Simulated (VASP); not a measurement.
Write the native input for VASP 6.6.1 that does the following.

| Property | Result |
| --- | --- |
| Task | relaxation of cell and atoms |
| Functional | PBE |
| Potentials or basis | VASP PAW PBE potentials, release 64 (Ti_sv) |
| Cutoff | 520 eV |
| k mesh | 12 × 12 × 6 |
| Occupations | gaussian, width 0.1 eV |
| Spin | no spin polarisation |
| Further INCAR settings | ALGO = Fast; EDIFF = 1e-07; IBRION = 2; EDIFFG = -0.002; NSW = 80; ISIF = 3 |

The structure of Ti lies in POSCAR:

```
Ti                                      
1.0
    2.9346102448     -0.0000000000      0.0000000000
   -1.4673051224      2.5414470211     -0.0000000000
   -0.0000000000      0.0000000000      4.6509688579
  Ti            
     2
Direct
     0.3333333300000021    0.6666666699999979    0.2500000000000000
     0.6666666699999979    0.3333333300000021    0.7500000000000000
```

One way to write it, as run:

INCAR

```
SYSTEM = Ti
PREC = Accurate
ENCUT = 520
EDIFF = 1E-7
ISMEAR = 0
SIGMA = 0.1
LREAL = .FALSE.
LASPH = .TRUE.
NELM = 100
ALGO = Fast
ISIF = 3
LWAVE = .FALSE.
LCHARG = .FALSE.
GGA = PE
IBRION = 2
NSW = 80
EDIFFG = -0.002
```

KPOINTS

```
regular mesh
0
G
  12 12 6
  0 0 0
```

Potentials or basis: VASP PAW PBE potentials, release 64 (Ti_sv).

Command:

```console
$ cat potpaw_PBE.64/Ti_sv/POTCAR > POTCAR
$ mpirun -np 1 vasp_std > vasp.out
```

Results of the run:

| Property | Result |
| --- | --- |
| Relaxed volume | 17.35 Å³/atom |
| Relaxed cell | a = 2.935 Å, b = 2.935 Å, c = 4.652 Å, α = 90.00°, β = 90.00°, γ = 120.00° |
| Space group after relaxing (to 0.05 Å) | P6_3/mmc (No. 194) |
| Energy gained by relaxing | 0.0 meV/atom |
| Ionic steps | 2 |
| Pressure after relaxing | 0.0 GPa |
| Band gap on the k mesh | none (metal or under the smearing width) |

Run time: 99 s on 1 thread of Intel(R) Xeon(R) Platinum 8488C (Sapphire Rapids), on a shared host, peak memory 0.17 GiB.
